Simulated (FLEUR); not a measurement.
# TePb (Fm-3m) in FLEUR: further runs, part 2 of 3

FLEUR MaX-R8.1 (later development tree). Earlier steps stand in the parts before.

### Step 3. Band structure, LDA, collinear spin, random start (volume scaled by 0.96)

inp.xml reads:

```xml
<?xml version="1.0" encoding="UTF-8" standalone="no"?>
<fleurInput fleurInputVersion="0.39">
   <comment>
      TePb                                                                                                
   </comment>
   <calculationSetup>
      <cutoffs Kmax="3.5" Gmax="17.5" GmaxXC="17.5" numbands="0"/>
      <scfLoop itmax="60" minDistance="0.00001" maxIterBroyd="15" imix="Anderson" alpha="0.05" precondParam="0.0" spinf="2.0" sdNocoIR="T"/>
      <coreElectrons ctail="T" frcor="F" kcrel="0" coretail_lmax="0"/>
      <xcFunctional name="vwn" relativisticCorrections="F"/>
      <magnetism jspins="2"/>
      <soc l_soc="F" theta="0.0" phi="0.0" spav="F"/>
      <expertModes spex="0" secvar="F"/>
      <geometryOptimization l_f="F" forcealpha="1.0" forcemix="BFGS" epsdisp="0.00001" epsforce="0.00001"/>
      <ldaU l_linMix="F" mixParam="0.05" spinf="1.0"/>
   </calculationSetup>
   <cell>
      <bzIntegration valenceElectrons="42.0" mode="hist" fermiSmearingEnergy="0.00183747">
         <kPointListSelection listName="default-1"/>
         <!-- k-points included here -->
         <xi:include xmlns:xi="http://www.w3.org/2001/XInclude" href="kpts.xml"> </xi:include>
      </bzIntegration>
      <!-- symmetry operations included here -->
      <xi:include xmlns:xi="http://www.w3.org/2001/XInclude" href="sym.xml"> </xi:include>
      <bulkLattice scale="1.0">
         <bravaisMatrix>
[... 33 lines left out ...]
         <lo type="SCLO" l="1" n="4" eDeriv="0"/>
         <lo type="SCLO" l="1" n="4" eDeriv="1"/>
         <lo type="SCLO" l="2" n="4" eDeriv="0"/>
         <lo type="SCLO" l="2" n="4" eDeriv="1"/>
         <lo type="SCLO" l="0" n="5" eDeriv="2"/>
         <lo type="SCLO" l="3" n="4" eDeriv="2"/>
      </species>
   </atomSpecies>
   <atomGroups>
      <atomGroup species="Lead (Pb) -.530">
         <relPos label="                   1">.0000000000 .0000000000 .0000000000</relPos>
         <force calculate="T" relaxXYZ="TTT"/>
      </atomGroup>
      <atomGroup species="Tellurium (Te)">
         <relPos label="                   2">1.000/2.000 1.000/2.000 1.000/2.000</relPos>
         <force calculate="T" relaxXYZ="TTT"/>
      </atomGroup>
   </atomGroups>
   <output dos="F" band="F" slice="F">
      <checks vchk="F" cdinf="F"/>
      <bandDOS minEnergy="-.5*Htr" maxEnergy="0.5*Htr" sigma="0.015" storeEVData="T"/>
      <vacuumDOS vacdos="F" integ="F" star="F" nstars="0" locx1="0.0" locy1="0.0" locx2="0.0" locy2="0.0" nstm="0" tworkf="0.0"/>
      <unfoldingBand unfoldBand="F" supercellX="1" supercellY="1" supercellZ="1"/>
      <plotting iplot="0" polar="F">
         <plot TwoD="T" vec1="  1.0  0.0  0.0" vec2="  0.0  1.0  0.0" vec3="  0.0  0.0  1.0" zero="  0.0  0.0  0.0" file="plot"/>
      </plotting>
      <chargeDensitySlicing numkpt="0" minEigenval="0.0" maxEigenval="0.0" nnne="0" pallst="F"/>
      <specialOutput eonly="F"/>
      <moessbauerParams electricFieldGradient="T" isomerShift="T" coreHyperfine="T" valenceHyperfine="T"/>
      <magneticCircularDichroism mcd="F" energyLo="-10.0" energyUp="0.0"/>
   </output>
  <!-- We include the file relax.xml here to enable relaxations (see documentation) -->
  <xi:include xmlns:xi="http://www.w3.org/2001/XInclude" href="relax.xml"> <xi:fallback/> </xi:include>
</fleurInput>
```

crystal.txt reads:

```
TePb
&input cartesian=F /
0.0000000000  3.1873324849  3.1873324849
3.1873324849  0.0000000000  3.1873324849
3.1873324849  3.1873324849  0.0000000000
1.8897261246
1.0 1.0 1.0

2
82 0.0000000000  0.0000000000  0.0000000000 : -0.530
52 0.5000000000  0.5000000000  0.5000000000

&kpt div1=7 div2=7 div3=7 gamma=T /
```

inp.xml (bands) reads:

```
<?xml version="1.0" encoding="UTF-8" standalone="no"?>
<fleurInput fleurInputVersion="0.39">
   <comment>
      TePb                                                                                                
   </comment>
   <calculationSetup>
      <cutoffs Kmax="3.5" Gmax="17.5" GmaxXC="17.5" numbands="0"/>
      <scfLoop itmax="60" minDistance="0.00001" maxIterBroyd="15" imix="Anderson" alpha="0.05" precondParam="0.0" spinf="2.0" sdNocoIR="T"/>
      <coreElectrons ctail="T" frcor="F" kcrel="0" coretail_lmax="0"/>
      <xcFunctional name="vwn" relativisticCorrections="F"/>
      <magnetism jspins="2"/>
      <soc l_soc="F" theta="0.0" phi="0.0" spav="F"/>
      <expertModes spex="0" secvar="F"/>
      <geometryOptimization l_f="F" forcealpha="1.0" forcemix="BFGS" epsdisp="0.00001" epsforce="0.00001"/>
      <ldaU l_linMix="F" mixParam="0.05" spinf="1.0"/>
   </calculationSetup>
   <cell>
      <bzIntegration valenceElectrons="42.0" mode="hist" fermiSmearingEnergy="0.00183747">
         <kPointListSelection listName="path-1"/>
         <!-- k-points included here -->
         <xi:include xmlns:xi="http://www.w3.org/2001/XInclude" href="kpts.xml"> </xi:include>
      </bzIntegration>
      <!-- symmetry operations included here -->
      <xi:include xmlns:xi="http://www.w3.org/2001/XInclude" href="sym.xml"> </xi:include>
      <bulkLattice scale="1.0">
         <bravaisMatrix>
[... 34 lines left out ...]
         <lo type="SCLO" l="1" n="4" eDeriv="1"/>
         <lo type="SCLO" l="2" n="4" eDeriv="0"/>
         <lo type="SCLO" l="2" n="4" eDeriv="1"/>
         <lo type="SCLO" l="0" n="5" eDeriv="2"/>
         <lo type="SCLO" l="3" n="4" eDeriv="2"/>
      </species>
   </atomSpecies>
   <atomGroups>
      <atomGroup species="Lead (Pb) -.530">
         <relPos label="                   1">.0000000000 .0000000000 .0000000000</relPos>
         <force calculate="T" relaxXYZ="TTT"/>
      </atomGroup>
      <atomGroup species="Tellurium (Te)">
         <relPos label="                   2">1.000/2.000 1.000/2.000 1.000/2.000</relPos>
         <force calculate="T" relaxXYZ="TTT"/>
      </atomGroup>
   </atomGroups>
   <output dos="F" band="T" slice="F">
      <checks vchk="F" cdinf="F"/>
      <bandDOS minEnergy="-.5*Htr" maxEnergy="0.5*Htr" sigma="0.015" storeEVData="T"/>
      <vacuumDOS vacdos="F" integ="F" star="F" nstars="0" locx1="0.0" locy1="0.0" locx2="0.0" locy2="0.0" nstm="0" tworkf="0.0"/>
      <unfoldingBand unfoldBand="F" supercellX="1" supercellY="1" supercellZ="1"/>
      <plotting iplot="0" polar="F">
         <plot TwoD="T" vec1="  1.0  0.0  0.0" vec2="  0.0  1.0  0.0" vec3="  0.0  0.0  1.0" zero="  0.0  0.0  0.0" file="plot"/>
      </plotting>
      <chargeDensitySlicing numkpt="0" minEigenval="0.0" maxEigenval="0.0" nnne="0" pallst="F"/>
      <specialOutput eonly="F"/>
      <moessbauerParams electricFieldGradient="T" isomerShift="T" coreHyperfine="T" valenceHyperfine="T"/>
      <magneticCircularDichroism mcd="F" energyLo="-10.0" energyUp="0.0"/>
   </output>
  <!-- We include the file relax.xml here to enable relaxations (see documentation) -->
  <xi:include xmlns:xi="http://www.w3.org/2001/XInclude" href="relax.xml"> <xi:fallback/> </xi:include>
</fleurInput>
```

Potentials or basis: all-electron, FLAPW.

Started as:

```console
> inpgen -f crystal.txt -profile veryFastHighL
> # inp.xml edited to the form shown
> fleur_MPI
> fleur_MPI   # second run, on inp.xml (bands)
```

Run time: 57 s. Hardware: 1 thread of Arm Neoverse V1, shared host; peak memory 0.1 GiB.

The run converged. Its results:

* Free energy: -753981.8655 eV
* Band gap along the path: 0.57 eV, direct
* Net moment: 0.00 μB per cell
* Valence electrons inside the program's atomic spheres: Pb 17.98; Te 20.17 (radii Pb 2.66, Te 2.66 bohr)

Levels at the corners of the path, in eV from the Fermi level:
Spin up:
```tsv
point	band 17	band 18	band 19	band 20	band 21	band 22	band 23	band 24	band 25	band 26
Γ	-12.29	-5.51	-1.36	-1.36	-1.36	4.18	4.18	4.18	5.89	5.89
X	-10.47	-7.34	-4.69	-2.90	-2.90	3.25	5.67	5.67	6.97	10.62
W	-10.30	-8.10	-3.94	-3.94	-0.27	1.69	5.33	5.33	7.04	7.04
K	-10.37	-8.08	-4.29	-2.37	-2.12	3.68	3.92	5.19	6.15	9.05
Γ	-12.29	-5.51	-1.36	-1.36	-1.36	4.18	4.18	4.18	5.89	5.89
L	-10.76	-8.76	-0.85	-0.85	0.13	0.69	1.25	1.25	8.50	9.49
U	-10.37	-8.08	-4.29	-2.37	-2.12	3.68	3.92	5.19	6.15	9.05
W	-10.30	-8.10	-3.94	-3.94	-0.27	1.69	5.33	5.33	7.04	7.04
L	-10.76	-8.76	-0.85	-0.85	0.13	0.69	1.25	1.25	8.50	9.49
K	-10.37	-8.08	-4.29	-2.37	-2.12	3.68	3.92	5.19	6.15	9.05
U	-10.37	-8.08	-4.29	-2.37	-2.12	3.68	3.92	5.19	6.15	9.05
X	-10.47	-7.34	-4.69	-2.90	-2.90	3.25	5.67	5.67	6.97	10.62
```
Spin down:
```csv
point,band 17,band 18,band 19,band 20,band 21,band 22,band 23,band 24,band 25,band 26
Γ,-12.29,-5.51,-1.36,-1.36,-1.36,4.18,4.18,4.18,5.89,5.89
X,-10.47,-7.34,-4.69,-2.90,-2.90,3.25,5.67,5.67,6.97,10.62
W,-10.30,-8.10,-3.94,-3.94,-0.27,1.69,5.33,5.33,7.04,7.04
K,-10.37,-8.08,-4.29,-2.37,-2.12,3.68,3.92,5.19,6.15,9.05
Γ,-12.29,-5.51,-1.36,-1.36,-1.36,4.18,4.18,4.18,5.89,5.89
L,-10.76,-8.76,-0.85,-0.85,0.13,0.69,1.25,1.25,8.50,9.49
U,-10.37,-8.08,-4.29,-2.37,-2.12,3.68,3.92,5.19,6.15,9.05
W,-10.30,-8.10,-3.94,-3.94,-0.27,1.69,5.33,5.33,7.04,7.04
L,-10.76,-8.76,-0.85,-0.85,0.13,0.69,1.25,1.25,8.50,9.49
K,-10.37,-8.08,-4.29,-2.37,-2.12,3.68,3.92,5.19,6.15,9.05
U,-10.37,-8.08,-4.29,-2.37,-2.12,3.68,3.92,5.19,6.15,9.05
X,-10.47,-7.34,-4.69,-2.90,-2.90,3.25,5.67,5.67,6.97,10.62
```

Core levels (eV from the Fermi level):
```tsv
atom	levels
1 Pb	1s1/2 -87909.4, 2s1/2 -15707.9, 2p1/2 -15087.5, 2p3/2 -12899.8, 3s1/2 -3766.6, 3p1/2 -3486.3, 3p3/2 -2998.3, 4s1/2 -848.6, 3d3/2 -2536.5, 3d5/2 -2432.6, 4p1/2 -727.3, 4p3/2 -607.6, 4d3/2 -409.9, 4d5/2 -387.6, 4f5/2 -131.3, 4f7/2 -126.2, 5s1/2 -139.4
2 Te	1s1/2 -31566.2, 2s1/2 -4835.6, 2p1/2 -4532.6, 2p3/2 -4258.5, 3s1/2 -957.4, 3p1/2 -832.7, 3p3/2 -781.6, 4s1/2 -158.3, 3d3/2 -560.6, 3d5/2 -549.9
```

Caveat: this odd mesh misses L, where the gap lies, so gap, dielectric constants and Born charges aren't listed; spin-orbit coupling is left out, which moves the levels of the heavy elements.

### Step 4. Band structure, PBEsol, collinear spin, ferromagnetic start (cell stretched)

inp.xml reads:

```xml
<?xml version="1.0" encoding="UTF-8" standalone="no"?>
<fleurInput fleurInputVersion="0.39">
   <comment>
      TePb                                                                                                
   </comment>
   <calculationSetup>
      <cutoffs Kmax="3.8" Gmax="11.8" GmaxXC="11.8" numbands="0"/>
      <scfLoop itmax="60" minDistance="0.00001" maxIterBroyd="15" imix="Anderson" alpha="0.01" precondParam="0.0" spinf="2.0" sdNocoIR="T"/>
      <coreElectrons ctail="T" frcor="F" kcrel="0" coretail_lmax="0"/>
      <xcFunctional name="PBEs" relativisticCorrections="F"/>
      <magnetism jspins="2"/>
      <soc l_soc="F" theta="0.0" phi="0.0" spav="F"/>
      <expertModes spex="0" secvar="F"/>
      <geometryOptimization l_f="F" forcealpha="1.0" forcemix="BFGS" epsdisp="0.00001" epsforce="0.00001"/>
      <ldaU l_linMix="F" mixParam="0.05" spinf="1.0"/>
   </calculationSetup>
   <cell>
      <bzIntegration valenceElectrons="42.0" mode="hist" fermiSmearingEnergy="0.00073499">
         <kPointListSelection listName="default-1"/>
         <!-- k-points included here -->
         <xi:include xmlns:xi="http://www.w3.org/2001/XInclude" href="kpts.xml"> </xi:include>
      </bzIntegration>
      <!-- symmetry operations included here -->
      <xi:include xmlns:xi="http://www.w3.org/2001/XInclude" href="sym.xml"> </xi:include>
      <bulkLattice scale="1.0">
         <bravaisMatrix>
            <row-1>    0.0000000000000000     6.1860525476321122     6.1860525476321122</row-1>
[... 34 lines left out ...]
         <lo type="SCLO" l="2" n="4" eDeriv="0"/>
         <lo type="SCLO" l="2" n="4" eDeriv="1"/>
         <lo type="SCLO" l="0" n="5" eDeriv="2"/>
         <lo type="SCLO" l="3" n="4" eDeriv="2"/>
      </species>
   </atomSpecies>
   <atomGroups>
      <atomGroup species="Lead (Pb) .500">
         <relPos label="                   1">.0000000000 .0000000000 .0000000000</relPos>
         <force calculate="T" relaxXYZ="TTT"/>
      </atomGroup>
      <atomGroup species="Tellurium (Te)">
         <relPos label="                   2">1.000/2.000 1.000/2.000 1.000/2.000</relPos>
         <force calculate="T" relaxXYZ="TTT"/>
      </atomGroup>
   </atomGroups>
   <output dos="F" band="F" slice="F">
      <checks vchk="F" cdinf="F"/>
      <bandDOS minEnergy="-.5*Htr" maxEnergy="0.5*Htr" sigma="0.015" storeEVData="T"/>
      <vacuumDOS vacdos="F" integ="F" star="F" nstars="0" locx1="0.0" locy1="0.0" locx2="0.0" locy2="0.0" nstm="0" tworkf="0.0"/>
      <unfoldingBand unfoldBand="F" supercellX="1" supercellY="1" supercellZ="1"/>
      <plotting iplot="0" polar="F">
         <plot TwoD="T" vec1="  1.0  0.0  0.0" vec2="  0.0  1.0  0.0" vec3="  0.0  0.0  1.0" zero="  0.0  0.0  0.0" file="plot"/>
      </plotting>
      <chargeDensitySlicing numkpt="0" minEigenval="0.0" maxEigenval="0.0" nnne="0" pallst="F"/>
      <specialOutput eonly="F"/>
      <moessbauerParams electricFieldGradient="T" isomerShift="T" coreHyperfine="T" valenceHyperfine="T"/>
      <magneticCircularDichroism mcd="F" energyLo="-10.0" energyUp="0.0"/>
   </output>
  <!-- We include the file relax.xml here to enable relaxations (see documentation) -->
  <xi:include xmlns:xi="http://www.w3.org/2001/XInclude" href="relax.xml"> <xi:fallback/> </xi:include>
</fleurInput>
```

crystal.txt reads:

```
TePb
&input cartesian=F /
0.0000000000  3.2735180337  3.2735180337
3.2735180337  0.0000000000  3.2735180337
3.2735180337  3.2735180337  0.0000000000
1.8897261246
1.0 1.0 1.0

2
82 0.0000000000  0.0000000000  0.0000000000 : 0.500
52 0.5000000000  0.5000000000  0.5000000000

&kpt div1=7 div2=7 div3=7 gamma=T /
```

inp.xml (bands) reads:

```
<?xml version="1.0" encoding="UTF-8" standalone="no"?>
<fleurInput fleurInputVersion="0.39">
   <comment>
      TePb                                                                                                
   </comment>
   <calculationSetup>
      <cutoffs Kmax="3.8" Gmax="11.8" GmaxXC="11.8" numbands="0"/>
      <scfLoop itmax="60" minDistance="0.00001" maxIterBroyd="15" imix="Anderson" alpha="0.01" precondParam="0.0" spinf="2.0" sdNocoIR="T"/>
      <coreElectrons ctail="T" frcor="F" kcrel="0" coretail_lmax="0"/>
      <xcFunctional name="PBEs" relativisticCorrections="F"/>
      <magnetism jspins="2"/>
      <soc l_soc="F" theta="0.0" phi="0.0" spav="F"/>
      <expertModes spex="0" secvar="F"/>
      <geometryOptimization l_f="F" forcealpha="1.0" forcemix="BFGS" epsdisp="0.00001" epsforce="0.00001"/>
      <ldaU l_linMix="F" mixParam="0.05" spinf="1.0"/>
   </calculationSetup>
   <cell>
      <bzIntegration valenceElectrons="42.0" mode="hist" fermiSmearingEnergy="0.00073499">
         <kPointListSelection listName="path-1"/>
         <!-- k-points included here -->
         <xi:include xmlns:xi="http://www.w3.org/2001/XInclude" href="kpts.xml"> </xi:include>
      </bzIntegration>
      <!-- symmetry operations included here -->
      <xi:include xmlns:xi="http://www.w3.org/2001/XInclude" href="sym.xml"> </xi:include>
      <bulkLattice scale="1.0">
         <bravaisMatrix>
            <row-1>    0.0000000000000000     6.1860525476321122     6.1860525476321122</row-1>
[... 33 lines left out ...]
         <lo type="SCLO" l="1" n="4" eDeriv="1"/>
         <lo type="SCLO" l="2" n="4" eDeriv="0"/>
         <lo type="SCLO" l="2" n="4" eDeriv="1"/>
         <lo type="SCLO" l="0" n="5" eDeriv="2"/>
         <lo type="SCLO" l="3" n="4" eDeriv="2"/>
      </species>
   </atomSpecies>
   <atomGroups>
      <atomGroup species="Lead (Pb) .500">
         <relPos label="                   1">.0000000000 .0000000000 .0000000000</relPos>
         <force calculate="T" relaxXYZ="TTT"/>
      </atomGroup>
      <atomGroup species="Tellurium (Te)">
         <relPos label="                   2">1.000/2.000 1.000/2.000 1.000/2.000</relPos>
         <force calculate="T" relaxXYZ="TTT"/>
      </atomGroup>
   </atomGroups>
   <output dos="F" band="T" slice="F">
      <checks vchk="F" cdinf="F"/>
      <bandDOS minEnergy="-.5*Htr" maxEnergy="0.5*Htr" sigma="0.015" storeEVData="T"/>
      <vacuumDOS vacdos="F" integ="F" star="F" nstars="0" locx1="0.0" locy1="0.0" locx2="0.0" locy2="0.0" nstm="0" tworkf="0.0"/>
      <unfoldingBand unfoldBand="F" supercellX="1" supercellY="1" supercellZ="1"/>
      <plotting iplot="0" polar="F">
         <plot TwoD="T" vec1="  1.0  0.0  0.0" vec2="  0.0  1.0  0.0" vec3="  0.0  0.0  1.0" zero="  0.0  0.0  0.0" file="plot"/>
      </plotting>
      <chargeDensitySlicing numkpt="0" minEigenval="0.0" maxEigenval="0.0" nnne="0" pallst="F"/>
      <specialOutput eonly="F"/>
      <moessbauerParams electricFieldGradient="T" isomerShift="T" coreHyperfine="T" valenceHyperfine="T"/>
      <magneticCircularDichroism mcd="F" energyLo="-10.0" energyUp="0.0"/>
   </output>
  <!-- We include the file relax.xml here to enable relaxations (see documentation) -->
  <xi:include xmlns:xi="http://www.w3.org/2001/XInclude" href="relax.xml"> <xi:fallback/> </xi:include>
</fleurInput>
```

Started as:

```console
> inpgen -f crystal.txt -profile fastHighL
> # inp.xml edited to the form shown
> fleur_MPI
> fleur_MPI   # second run, on inp.xml (bands)
```

It took 96 s on 1 thread of Arm Neoverse V1, shared host; peak memory 0.1 GiB.

Results (log left out):

```yaml
Free_energy: -754208.4856 eV
Band_gap_along_the_path: 0.75 eV, direct
Net_moment: 0.00 μB per cell
Valence_electrons_inside_the_program's_atomic_spheres: Pb 17.90; Te 20.11 (radii Pb 2.66, Te 2.66 bohr)
```

Levels at the corners of the path, in eV from the Fermi level:
Spin up:
| point | band 19 | band 20 | band 21 | band 22 | band 23 | band 24 |
| --- | --- | --- | --- | --- | --- | --- |
| Γ | -1.08 | -1.08 | -1.08 | 4.12 | 4.12 | 4.12 |
| X | -4.11 | -2.48 | -2.48 | 3.49 | 5.43 | 5.43 |
| W | -3.43 | -3.43 | -0.18 | 1.79 | 5.27 | 5.27 |
| K | -3.74 | -2.00 | -1.83 | 3.62 | 3.83 | 5.24 |
| Γ | -1.08 | -1.08 | -1.08 | 4.12 | 4.12 | 4.12 |
| L | -0.65 | -0.65 | 0.10 | 0.84 | 1.45 | 1.45 |
| U | -3.74 | -2.00 | -1.83 | 3.62 | 3.83 | 5.24 |
| W | -3.43 | -3.43 | -0.18 | 1.79 | 5.27 | 5.27 |
| L | -0.65 | -0.65 | 0.10 | 0.84 | 1.45 | 1.45 |
| K | -3.74 | -2.00 | -1.83 | 3.62 | 3.83 | 5.24 |
| U | -3.74 | -2.00 | -1.83 | 3.62 | 3.83 | 5.24 |
| X | -4.11 | -2.48 | -2.48 | 3.49 | 5.43 | 5.43 |
Spin down:
| point | band 18 | band 19 | band 20 | band 21 | band 22 | band 23 | band 24 | band 25 |
| --- | --- | --- | --- | --- | --- | --- | --- | --- |
| Γ | -5.61 | -1.08 | -1.08 | -1.08 | 4.12 | 4.12 | 4.12 | 5.97 |
| X | -7.14 | -4.11 | -2.48 | -2.48 | 3.49 | 5.43 | 5.43 | 6.56 |
| W | -7.75 | -3.43 | -3.43 | -0.18 | 1.79 | 5.27 | 5.27 | 6.84 |
| K | -7.73 | -3.74 | -2.00 | -1.83 | 3.62 | 3.83 | 5.24 | 5.88 |
| Γ | -5.61 | -1.08 | -1.08 | -1.08 | 4.12 | 4.12 | 4.12 | 5.97 |
| L | -8.29 | -0.65 | -0.65 | 0.10 | 0.84 | 1.45 | 1.45 | 8.34 |
| U | -7.73 | -3.74 | -2.00 | -1.83 | 3.62 | 3.83 | 5.24 | 5.88 |
| W | -7.75 | -3.43 | -3.43 | -0.18 | 1.79 | 5.27 | 5.27 | 6.84 |
| L | -8.29 | -0.65 | -0.65 | 0.10 | 0.84 | 1.45 | 1.45 | 8.34 |
| K | -7.73 | -3.74 | -2.00 | -1.83 | 3.62 | 3.83 | 5.24 | 5.88 |
| U | -7.73 | -3.74 | -2.00 | -1.83 | 3.62 | 3.83 | 5.24 | 5.88 |
| X | -7.14 | -4.11 | -2.48 | -2.48 | 3.49 | 5.43 | 5.43 | 6.56 |

Core levels (eV from the Fermi level):
| atom | levels |
| --- | --- |
| 1 Pb | 1s1/2 -87948.4, 2s1/2 -15713.7, 2p1/2 -15089.6, 2p3/2 -12900.7, 3s1/2 -3768.2, 3p1/2 -3486.8, 3p3/2 -2998.5, 4s1/2 -849.4, 3d3/2 -2536.3, 3d5/2 -2432.4, 4p1/2 -727.7, 4p3/2 -608.1, 4d3/2 -410.0, 4d5/2 -387.6, 4f5/2 -131.1, 4f7/2 -126.0, 5s1/2 -139.3 |
| 2 Te | 1s1/2 -31585.9, 2s1/2 -4837.8, 2p1/2 -4532.9, 2p3/2 -4258.6, 3s1/2 -958.1, 3p1/2 -832.7, 3p3/2 -781.6, 4s1/2 -158.3, 3d3/2 -560.2, 3d5/2 -549.5 |

Caveat: this odd mesh misses L, where the gap lies, so gap, dielectric constants and Born charges aren't listed; spin-orbit coupling is left out, which moves the levels of the heavy elements.

(Continued in part 3 of 3.)
